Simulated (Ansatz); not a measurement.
**N vacancy in GaN**

Computed with Ansatz 0.2.0, DFT PBE, scalar-relativistic, plane waves, PAW. Run with 420 eV cutoff, 3×3×3 k-mesh, Gaussian smearing of 0.01 eV, collinear spin in charge 0, +2 alone.

Host crystal, relaxed:

```yaml
crystal:
  lattice:
    - [3.21837, 0.00000, 0.00000]
    - [-1.60919, 2.78719, 0.00000]
    - [0.00000, 0.00000, 5.24317]
  atoms:
    - { symbol: Ga, position: [0.66667, 0.33333, 0.49913] }
    - { symbol: Ga, position: [0.33333, 0.66667, 0.99913] }
    - { symbol: N, position: [0.66667, 0.33333, 0.87587] }
    - { symbol: N, position: [0.33333, 0.66667, 0.37587] }
```

Supercell of 16 atoms, rows in host cell vectors: 0 0 1; 2 2 0; -2 0 0. Atoms relax at the host's cell, keeping the symmetry that the supercell leaves at the site. The cell is small, so energies carry finite-size errors of tenths of an eV. The host's Kohn–Sham gap is 1.71 eV. Atoms are taken from and returned to the elements' standard states. Charged cells are corrected for image charges with the computed static dielectric tensor (mean 10.9) and aligned with the host's potential at far atoms (alignment terms reach 1.25 eV; the program doubts the alignment in some charges, where it is up to 1.25 eV). No band-filling term is added, and the Fermi level counts from the host's valence band top.

Defect: N vacancy at (0.667, 0.333, 0.876) of the host cell.

(1) What is the formation energy of the neutral defect?

(2) Does the neutral defect carry a moment, and how do its surroundings relax?

(3) Charges +2, +1, 0 were computed. Which is stable where in the gap?

## Answers

(1) 3.34 eV.

(2) It changes the cell's moment by 0.26 μB (a fraction, from partly filled bands). The nearest neighbours before are 3 Ga at 1.97 Å, 1 Ga at 1.98 Å; after relaxation the atoms near the site are 1 Ga at 1.90 Å, 3 Ga at 1.92 Å; the largest move is 0.08 Å.

(3) Among the charges computed the stable one is +1 at the valence band top and stays so across the gap. In charge +2, 0 the extra carrier would gain by moving to a band edge of the host, so it isn't bound in the gap, though by less than the errors named above. In charge +2, 0 the cell has partly filled bands: a level of the defect may be part filled, the carrier may sit in the host's bands, or levels may cross between the k points, so transitions that involve it are doubtful. Without the alignment that the program doubts, the level (+1/0) would lie at 1.39 eV, inside the gap, so these runs don't decide whether the defect changes charge there. Levels between neighbouring charges: (+2/+1) -0.39 eV, (+1/0) 1.94 eV.